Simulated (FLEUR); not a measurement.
GaCo: single point with PBE

GaCo:

```
CELL_PARAMETERS angstrom
2.87800 0.00000 0.00000
0.00000 2.87800 0.00000
0.00000 0.00000 2.87800
ATOMIC_POSITIONS crystal
Ga 0.50000 0.50000 0.50000
Co 0.00000 0.00000 0.00000
```

```
Program             : FLEUR MaX-R8.1 (later development tree)
Task                : single point
Functional          : PBE
Potentials or basis : all-electron
Basis               : FLAPW
Kmax                : 4.62 1/bohr
k mesh              : 9 × 9 × 9
Occupations         : fermi-dirac, width 0.05 eV
Spin                : collinear spin, ferromagnetic start
Starting moments    : [0.0, 3.5] μB
```

```json
{"Band gap on the k mesh": "none (metal or under the smearing width)", "Net moment": "0.00 μB per cell", "Valence electrons inside the program's atomic spheres": "Ga 19.17; Co 15.65 (radii Ga 2.12, Co 2.12 bohr)"}
```

Levels at points of the mesh, in eV from the Fermi level:
Spin up:
```tsv
k point	band 16	band 17	band 18	band 19	band 20	band 21	band 22	band 23
(0.00, 0.00, 0.00)	-2.55	-0.72	-0.72	-0.72	5.19	5.19	5.19	10.99
```
Spin down:
```
           k point  band 16  band 17  band 18  band 19  band 20  band 21  band 22  band 23
(0.00, 0.00, 0.00)    -2.55    -0.72    -0.72    -0.72     5.19     5.19     5.19    10.99
```

Core levels (eV from the Fermi level):
| atom | levels |
| --- | --- |
| 1 Ga | 1s1/2 -10222.9, 2s1/2 -1257.5, 2p1/2 -1112.7, 2p3/2 -1085.0 |
| 2 Co | 1s1/2 -7583.9, 2s1/2 -891.0, 2p1/2 -771.9, 2p3/2 -757.1 |

Run time: 3.7 min on 1 thread of Arm Neoverse V2, on a shared host, peak memory 0.07 GiB.

Caveat: the starting moments collapsed, and a magnetic state may lie lower.
